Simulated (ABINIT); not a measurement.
Crystal: B.

```
B
1.0
     2.34611    0.00000    0.00000
     0.00000    2.34611    0.00000
     0.00000    0.00000    1.58579
B
1
Direct
  0.50000 0.50000 0.50000
```

The cell was built by a generator and needn't be a form met in nature.

| Item | Value |
| --- | --- |
| Program | ABINIT 10.8.3 (patched build) |
| Task | relaxation of cell and atoms |
| Functional | PBE |
| Dispersion | D3(BJ) |
| Potentials or basis | JTH PAW PBE v2.0 |
| Cutoff | 408 eV |
| k mesh | 11 × 11 × 16 |
| Occupations | fermi-dirac, width 0.05 eV |
| Spin | no spin polarisation |

At the start: pressure 3.4 GPa; volume 8.73 Å³/atom.

How do energy, volume and symmetry change on relaxing?

Over 8 steps the energy falls by 13.0 meV/atom and the volume is 9.37 Å³/atom (+7.4 %); space group P4/mmm (No. 123, to 0.05 Å).

The path:
```tsv
step	energy change (eV)	largest force (eV/Å)	pressure (GPa)	volume (Å³)
1	0.0000	0.0000	3.38	8.73
2	-0.0019	0.0000	3.25	8.80
3	0.2465	0.0000	-14.32	13.35
4	-0.0119	0.0000	-1.61	9.52
5	-0.0077	0.0000	2.65	9.02
6	-0.0128	0.0000	0.57	9.31
7	-0.0128	0.0000	-0.64	9.44
8	-0.0130	0.0000	0.02	9.37
```

Final structure:
```
B
1.0
     2.43076    0.00000    0.00000
     0.00000    2.43076    0.00000
     0.00000    0.00000    1.58644
B
1
Cartesian
  1.2154 1.2154 0.7932
```

Caveat: the log and the count of SCF iterations are those of the last ABINIT call alone; pairwise dispersion overbinds metals, which lowers pressure and volume; the atomic spheres overlap.
